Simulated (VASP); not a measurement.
# HfB2 (P6/mmm) in VASP: settings compared

Aim: see how the results for HfB2 move with the level of theory and the settings. Levels: LDA+U, r2SCAN, PBEsol. Tasks: single point, relaxation of cell and atoms.

Program: VASP 6.6.1. These are calculated values, not measurements. Logs are shortened: lines on timing, memory, paths and dates and some standing lists are left out, and cuts for length are marked.

**1. Starting point**

It takes space group P6/mmm (No. 191, hexagonal). The conventional cell has a = 3.140 Å, b = 3.140 Å, c = 3.480 Å, α = 90.00°, β = 90.00°, γ = 120.00°. Around Hf (site symmetry 6/mmm) lie 12 B at 2.51 Å. B (site symmetry -6m2) is surrounded by 3 B at 1.81 Å.

**2. Single point, LDA+U**

Input file INCAR:

```
SYSTEM = HfB2
ALGO = Fast
EDIFF = 1E-7
ENCUT = 520
ISIF = 2
ISMEAR = -1
LASPH = .True.
LCHARG = .False.
LDAU = .True.
LDAUJ = 0 0
LDAUL = 2 -1
LDAUPRINT = 1
LDAUTYPE = 2
LDAUU = 8 0
LMAXMIX = 4
LREAL = .False.
LWAVE = .False.
NBANDS = 15
NELM = 100
PREC = Accurate
SIGMA = 0.05
```

Input file KPOINTS:

```
k-points
0
Gamma
  10 10 8
  0 0 0
```

Input file POSCAR:

```
HfB2
1.0
    3.1400000000      0.0000000000      0.0000000000
   -1.5700000000      2.7193197679      0.0000000000
    0.0000000000      0.0000000000      3.4800000000
Hf B
1 2
Direct
    0.0000000000      0.0000000000      0.0000000000
    0.6666666667      0.3333333333      0.5000000000
    0.3333333333      0.6666666667      0.5000000000
```

Potentials or basis: VASP PAW LDA potentials, release 64 (Hf_pv, B).

Command:

```bash
$ cat potpaw_LDA.64/Hf_pv/POTCAR potpaw_LDA.64/B/POTCAR > POTCAR
$ mpirun -np 1 vasp_std > vasp.out
```

OUTCAR:

```text
SYSTEM = HfB2
   EDIFF = 1E-7
   ENCUT = 520
   ISIF = 2
   ISMEAR = -1
   LASPH = .True.
   LREAL = .False.
   NELM = 100
   PREC = Accurate

 ion  position               nearest neighbor table
   1  0.000  0.000  0.000-   2 2.51   3 2.51   2 2.51   3 2.51   2 2.51   2 2.51   3 2.51   3 2.51
                             2 2.51   2 2.51   3 2.51   3 2.51
   2  0.667  0.333  0.500-   3 1.81   3 1.81   3 1.81   1 2.51   1 2.51   1 2.51   1 2.51   1 2.51
                             1 2.51
   3  0.333  0.667  0.500-   2 1.81   2 1.81   2 1.81   1 2.51   1 2.51   1 2.51   1 2.51   1 2.51
                             1 2.51

  LATTYP: Found a hexagonal cell.
 ALAT       =     3.1400000000
 C/A-ratio  =     1.1082802548

  Lattice vectors:

 A1 = (   3.1400000000,   0.0000000000,   0.0000000000)
 A2 = (  -1.5700000000,   2.7193197679,   0.0000000000)
 A3 = (   0.0000000000,   0.0000000000,   3.4800000000)

Analysis of symmetry for initial positions (statically):
=====================================================================
 Subroutine PRICEL returns:
 Original cell was already a primitive cell.

 Routine SETGRP: Setting up the symmetry group for a
 hexagonal supercell.

 Subroutine GETGRP returns: Found 24 space group operations
 (whereof 24 operations were pure point group operations)
 out of a pool of 24 trial point group operations.

The static configuration has the point symmetry D_6h.

Analysis of symmetry for dynamics (positions and initial velocities):
=====================================================================
 Subroutine PRICEL returns:
 Original cell was already a primitive cell.

 Routine SETGRP: Setting up the symmetry group for a
 hexagonal supercell.

 Subroutine GETGRP returns: Found 24 space group operations
 (whereof 24 operations were pure point group operations)
 out of a pool of 24 trial point group operations.

The dynamic configuration has the point symmetry D_6h.

 Subroutine INISYM returns: Found 24 space group operations
 (whereof 24 operations are pure point group operations),
 and found     1 'primitive' translations

[... 164 lines left out ...]
  o =  0.1602  v =  0.0000  0.0000  0.0000  0.0000  0.0000  0.0000 -0.0000 -0.0000  1.0000 -0.0000      0.0000  0.0000  0.0000  0.0000  0.0000  0.0000  0.0000  0.0000  0.0000  0.0000
  o =  0.1602  v =  0.0000  1.0000 -0.0000  0.0000 -0.0000  0.0000  0.0000  0.0000  0.0000  0.0000      0.0000  0.0000  0.0000  0.0000  0.0000  0.0000  0.0000  0.0000  0.0000  0.0000
  o =  0.1602  v =  0.0000  0.0000  0.0000  0.0000  0.0000  0.0000  1.0000 -0.0000  0.0000 -0.0000      0.0000  0.0000  0.0000  0.0000  0.0000  0.0000  0.0000  0.0000  0.0000  0.0000
  o =  0.1708  v =  0.0000  0.0000  0.0000  0.0000  1.0000  0.0000  0.0000  0.0000  0.0000  0.0000      0.0000  0.0000  0.0000  0.0000  0.0000  0.0000  0.0000  0.0000  0.0000  0.0000
  o =  0.1708  v =  0.0000  0.0000  0.0000  0.0000  0.0000  0.0000  0.0000  0.0000  0.0000  1.0000      0.0000  0.0000  0.0000  0.0000  0.0000  0.0000  0.0000  0.0000  0.0000  0.0000
  o =  0.1708  v =  0.0000  0.0000  0.0000  0.0000  0.0000  1.0000  0.0000  0.0000  0.0000  0.0000      0.0000  0.0000  0.0000  0.0000  0.0000  0.0000  0.0000  0.0000  0.0000  0.0000
  o =  0.1708  v =  1.0000  0.0000  0.0000  0.0000  0.0000  0.0000  0.0000  0.0000  0.0000  0.0000      0.0000  0.0000  0.0000  0.0000  0.0000  0.0000  0.0000  0.0000  0.0000  0.0000

 number of electron      15.9999998 magnetization

 Free energy of the ion-electron system (eV)
  ---------------------------------------------------
  ext. energy  EPLUGINS =         0.00000000
  ---------------------------------------------------
  free energy    TOTEN  =       -23.10761759 eV

  energy without entropy =      -23.10520590  energy(sigma->0) =      -23.10641175

 E-fermi :   8.7554     XC(G=0): -12.7341

 val. band max:        8.7246910889   @ k =   0.1000   0.1000   0.2500
 cond. band min:       8.9613610208   @ k =   0.1000   0.1000   0.2500
 fundamental gap:      0.2366699319
 Fermi energy:         8.7554332623

 k-point     1 :       0.0000    0.0000    0.0000
  band No.  band energies     occupation
      1     -23.6670      2.00000
      2     -23.1953      2.00000
      3     -23.1953      2.00000
      4      -5.6186      2.00000
      5       5.2215      2.00000
      6       5.6680      2.00000
      7       5.6680      2.00000
      8       5.7823      2.00000
      9      13.0439      0.00000
     10      13.0439      0.00000
     11      13.1010      0.00000
     12      13.4776      0.00000
     13      13.5931      0.00000
     14      13.5931      0.00000
[... 401 lines left out ...]
      2     -23.5748      2.00000
      3     -23.4032      2.00000
      4      -1.7063      2.00000
      5      -0.2765      2.00000
      6       3.6928      2.00000
      7       4.7979      2.00000
      8       6.5364      2.00000
      9       9.6128      0.00000
     10      12.7825      0.00000
     11      13.1312      0.00000
     12      15.4079      0.00000
     13      15.7785      0.00000
     14      16.8463      0.00000
     15      19.3566      0.00000

 [... further k-points ...]

------------------------ aborting loop because EDIFF is reached ----------------------------------------

  FORCE on cell =-STRESS in cart. coord.  units (eV):
  Direction    XX          YY          ZZ          XY          YZ          ZX
  --------------------------------------------------------------------------------------
  -------------------------------------------------------------------------------------
  Total        2.1391049      2.1391049      3.6114834      0.0000000     -0.0000000     -0.0000000
  in kB      115.3382874    115.3382874    194.7273853      0.0000000     -0.0000000     -0.0000000
  external PRESSURE =     141.8013201 kB  Pullay stress =       0.0000000 kB

 VOLUME and BASIS-vectors are now :
 -----------------------------------------------------------------------------
  energy-cutoff  :      520.00
  volume of cell :       29.71
      direct lattice vectors                 reciprocal lattice vectors
     3.140000000  0.000000000  0.000000000     0.318471338  0.183869512  0.000000000
    -1.570000000  2.719319768  0.000000000     0.000000000  0.367739025  0.000000000
     0.000000000  0.000000000  3.480000000     0.000000000  0.000000000  0.287356322

 POSITION                                       TOTAL-FORCE (eV/Angst)
 -----------------------------------------------------------------------------------
      0.00000      0.00000      0.00000         0.000000      0.000000      0.000000
      1.57000      0.90644      1.74000        -0.000000     -0.000000      0.000000
     -0.00000      1.81288      1.74000        -0.000000      0.000000      0.000000
 -----------------------------------------------------------------------------------
    total drift:                               -0.000000      0.000000      0.000000

  FREE ENERGIE OF THE ION-ELECTRON SYSTEM (eV)
  ---------------------------------------------------
  free  energy   TOTEN  =       -23.1076175947 eV

  energy  without entropy=      -23.1052059049  energy(sigma->0) =      -23.10641175
```

stdout:

```text
POSCAR found type information on POSCAR HfB
 POSCAR found :  2 types and       3 ions
 scaLAPACK will be used
 LDA part: xc-table for (Slater(with rela. corr.)+CA(PZ))
 , standard interpolation
 POSCAR, INCAR and KPOINTS ok, starting setup
 FFT: planning ... GRIDC
 FFT: planning ... GRID_SOFT
 FFT: planning ... GRID
 WAVECAR not read
 entering main loop
WARNING in EDDRMM: call to ZHEGV failed, returncode =   8  4     15
```

Run time: 16 s. Hardware: 1 thread of Intel Xeon Platinum 8488C (Sapphire Rapids), shared host; peak memory 0.15 GiB.

What came out:

```yaml
Free_energy: -23.1076 eV
Pressure: 14.2 GPa
Band_gap_on_the_k_mesh: none (metal or under the smearing width)
```

Stress tensor (GPa, compression positive):
```
11.53  0.00  0.00
 0.00 11.53  0.00
 0.00  0.00 19.47
```

Eigenvalues of the final occupation matrices:
| site | spin | trace | eigenvalues |
| --- | --- | --- | --- |
| site 1 d | 1 | 0.81 | 0.15 0.16 0.16 0.17 0.17 |
| site 1 d | 2 | 0.81 | 0.15 0.16 0.16 0.17 0.17 |

Caveat: U without spin polarisation on a metal has little footing; the U is typed as a test and isn't derived for this compound.

**3. Relaxation of cell and atoms, r2SCAN**

Input file INCAR:

```
PREC = Accurate
ENCUT = 600
EDIFF = 1E-6
ISMEAR = -1
SIGMA = 0.05
LREAL = F
LASPH = T
NELM = 60
ALGO = Normal
ISIF = 3
LWAVE = F
LCHARG = F
METAGGA = R2SCAN
LMIXTAU = T
IBRION = 2
NSW = 40
EDIFFG = -0.01
```

Input file KPOINTS:

```
regular mesh
0
Gamma
  8 8 8
```

POSCAR is that of step 2.

Potentials or basis: VASP PAW PBE potentials, release 64 (Hf_pv, B).

Command:

```bash
$ cat potpaw_PBE.64/Hf_pv/POTCAR potpaw_PBE.64/B/POTCAR > POTCAR
$ mpirun -np 1 vasp_std > vasp.out
```

Wall time 3.4 min (1 thread of Intel Xeon Platinum 8488C (Sapphire Rapids), shared host); peak memory 0.19 GiB.

The run converged. Its results:

```yaml
Free_energy: -63.0876 eV
Relaxed_volume: 9.85 Å³/atom
Relaxed_cell: a = 3.136 Å, b = 3.136 Å, c = 3.471 Å, α = 90.00°, β = 90.00°, γ = 120.00°
Space_group_after_relaxing_to_0.05_Å: P6/mmm (No. 191)
Energy_gained_by_relaxing: 0.2 meV/atom
Ionic_steps: 6
Pressure_after_relaxing: 0.0 GPa
Band_gap_on_the_k_mesh: none (metal or under the smearing width)
```

Step by step:
| step | energy change (eV) | largest force (eV/Å) | pressure (GPa) | volume (Å³) |
| --- | --- | --- | --- | --- |
| 1 | 0.0000 | 0.0000 | -1.31 | 29.71 |
| 2 | 0.0005 | 0.0000 | 1.78 | 29.37 |
| 3 | -0.0006 | 0.0000 | -0.05 | 29.57 |
| 4 | -0.0006 | 0.0000 | 0.05 | 29.56 |
| 5 | -0.0006 | 0.0000 | 0.03 | 29.56 |
| 6 | -0.0006 | 0.0000 | -0.01 | 29.56 |

Final structure:
```
Hf B
1.0
     3.13619    0.00000    0.00000
    -1.56809    2.71602    0.00000
     0.00000    0.00000    3.47069
Hf B
1 2
Direct
  0.00000 0.00000 0.00000
  0.66667 0.33333 0.50000
  0.33333 0.66667 0.50000
```

Levels at points of the mesh, in eV from the Fermi level:
```tsv
k point	band 5	band 6	band 7	band 8	band 9	band 10	band 11	band 12
(0.00, 0.00, 0.00)	-3.13	-3.10	-3.10	-3.09	4.24	4.24	4.96	4.96
(0.50, 0.00, 0.00)	-9.85	-4.40	-3.73	-3.02	2.16	2.86	5.88	5.96
(0.00, 0.00, 0.50)	-8.89	-1.31	-1.31	0.30	0.30	1.07	1.07	2.43
(0.50, 0.00, 0.50)	-8.13	-5.31	-5.01	-3.04	4.10	4.46	6.50	7.53
```

Caveat: the PAW data sets were made with another functional, which shifts forces and pressure a little. The run has no spin-orbit coupling, so splittings on Hf are missing.

**4. Single point, PBEsol**

Input file INCAR:

```
SYSTEM = HfB2
  PREC = Accurate
  ENCUT = 900
  EDIFF = 1E-8
  ISMEAR = 1
  SIGMA = 0.1
  LREAL = .FALSE.
  LASPH = .TRUE.
  NELM = 100
  ALGO = Normal
  ISIF = 2
  LWAVE = .FALSE.
  LCHARG = .FALSE.
  GGA = PS
  NBANDS = 12
  ADDGRID = .FALSE.
```

Input file KPOINTS:

```
Automatic mesh
0
G
  18 18 14
  0 0 0
```

POSCAR is that of step 3.

Potentials or basis: VASP PAW PBE potentials, release 64 (Hf, B).

Command:

```bash
$ cat potpaw_PBE.64/Hf/POTCAR potpaw_PBE.64/B/POTCAR > POTCAR
$ mpirun -np 1 vasp_std > vasp.out
```

OUTCAR:

```text
SYSTEM = HfB2
   PREC = Accurate
   ENCUT = 900
   EDIFF = 1E-8
   ISMEAR = 1
   LREAL = .FALSE.
   LASPH = .TRUE.
   NELM = 100
   ISIF = 2
   GGA = PS

 ion  position               nearest neighbor table
   1  0.000  0.000  0.000-   2 2.51   3 2.51   2 2.51   3 2.51   2 2.51   2 2.51   3 2.51   3 2.51
                             2 2.51   2 2.51   3 2.51   3 2.51
   2  0.667  0.333  0.500-   3 1.81   3 1.81   3 1.81   1 2.51   1 2.51   1 2.51   1 2.51   1 2.51
                             1 2.51
   3  0.333  0.667  0.500-   2 1.81   2 1.81   2 1.81   1 2.51   1 2.51   1 2.51   1 2.51   1 2.51
                             1 2.51

[... 561 lines left out ...]
  --------------------------------------------------------------------------------------
  -------------------------------------------------------------------------------------
  Total       -0.6967171     -0.6967171     -0.8845305      0.0000000     -0.0000000      0.0000000
  in kB      -37.5662526    -37.5662526    -47.6929555      0.0000000     -0.0000000      0.0000000
  external PRESSURE =     -40.9418203 kB  Pullay stress =       0.0000000 kB

 VOLUME and BASIS-vectors are now :
 -----------------------------------------------------------------------------
  energy-cutoff  :      900.00
  volume of cell :       29.71
      direct lattice vectors                 reciprocal lattice vectors
     3.140000000  0.000000000  0.000000000     0.318471338  0.183869512  0.000000000
    -1.570000000  2.719319768  0.000000000     0.000000000  0.367739025  0.000000000
     0.000000000  0.000000000  3.480000000     0.000000000  0.000000000  0.287356322

 POSITION                                       TOTAL-FORCE (eV/Angst)
 -----------------------------------------------------------------------------------
      0.00000      0.00000      0.00000         0.000000     -0.000000      0.000000
      1.57000      0.90644      1.74000        -0.000000      0.000000     -0.000000
     -0.00000      1.81288      1.74000         0.000000     -0.000000      0.000000
 -----------------------------------------------------------------------------------
    total drift:                               -0.000000      0.000000      0.000000

  FREE ENERGIE OF THE ION-ELECTRON SYSTEM (eV)
  ---------------------------------------------------
  free  energy   TOTEN  =       -27.9303800665 eV

  energy  without entropy=      -27.9302017521  energy(sigma->0) =      -27.93032063
```

OSZICAR:

```text
N       E                     dE             d eps       ncg     rms          rms(c)
DAV:   1     0.191776080511E+02    0.19178E+02   -0.61049E+03  7104   0.113E+03
DAV:   2    -0.286531917124E+02   -0.47831E+02   -0.45792E+02  9560   0.166E+02
DAV:   3    -0.301669499144E+02   -0.15138E+01   -0.14984E+01 10136   0.251E+01
DAV:   4    -0.301746142758E+02   -0.76644E-02   -0.76604E-02  9224   0.166E+00
DAV:   5    -0.301746485790E+02   -0.34303E-04   -0.34301E-04  9340   0.107E-01    0.202E+01
DAV:   6    -0.281434322304E+02    0.20312E+01   -0.36676E+00  8588   0.962E+00    0.103E+01
DAV:   7    -0.279579267847E+02    0.18551E+00   -0.71827E-01  9556   0.459E+00    0.266E+00
DAV:   8    -0.279325684515E+02    0.25358E-01   -0.77212E-02  8484   0.149E+00    0.531E-01
DAV:   9    -0.279305216265E+02    0.20468E-02   -0.84837E-03  8488   0.493E-01    0.192E-01
DAV:  10    -0.279303913728E+02    0.13025E-03   -0.81754E-04  8624   0.163E-01    0.366E-02
DAV:  11    -0.279303813864E+02    0.99864E-05   -0.44149E-05  9288   0.433E-02    0.164E-02
DAV:  12    -0.279303800495E+02    0.13369E-05   -0.43208E-06  8920   0.117E-02    0.536E-03
DAV:  13    -0.279303800828E+02   -0.33296E-07   -0.14069E-07  9552   0.225E-03    0.712E-04
DAV:  14    -0.279303800726E+02    0.10129E-07   -0.39551E-09  5620   0.422E-04    0.361E-04
DAV:  15    -0.279303800665E+02    0.61358E-08   -0.10646E-09  4292   0.194E-04
   1 F= -.27930380E+02 E0= -.27930321E+02  d E =-.178314E-03
```

Wall time 1.7 min (1 thread of Intel Xeon Platinum 8559C (Emerald Rapids), shared host); peak memory 0.4 GiB.

Results:

```yaml
Free_energy: -27.9304 eV
Pressure: -4.1 GPa
Band_gap_on_the_k_mesh: none (metal or under the smearing width)
```

Stress tensor (GPa, compression positive):
```
-3.76  0.00  0.00
 0.00 -3.76  0.00
 0.00  0.00 -4.77
```

Caveat: the PAW data sets were made with another functional, which shifts forces and pressure a little. The run has no spin-orbit coupling, so splittings on Hf are missing.

**5. The runs side by side**

```tsv
task	level	potentials or basis	U	cell	k mesh	cutoff (eV)	smearing	ladder	gap on the mesh (eV)	pressure (GPa)
single point	LDA+U	VASP PAW LDA potentials, release 64 (Hf_pv, B)	Hf d U = 8 eV	as given	10 × 10 × 8	520	fermi-dirac 0.05 eV	-	none	14.2
relaxation of cell and atoms	r2SCAN	VASP PAW PBE potentials, release 64 (Hf_pv, B)	-	relaxed	8 × 8 × 8	600	fermi-dirac 0.05 eV	gaps	none	0.0
single point	PBEsol	VASP PAW PBE potentials, release 64 (Hf, B)	-	as given	18 × 18 × 14	900	methfessel-paxton 0.1 eV	-	none	-4.1
```

Alike in all rows: no spin polarisation.

Caveats: the PAW data sets were made with another functional, which shifts forces and pressure a little (some runs); U without spin polarisation on a metal has little footing (some runs); the U is typed as a test and isn't derived for this compound (some runs).

Total energies depend on the potentials used, so only differences within one code and one set of settings carry meaning.
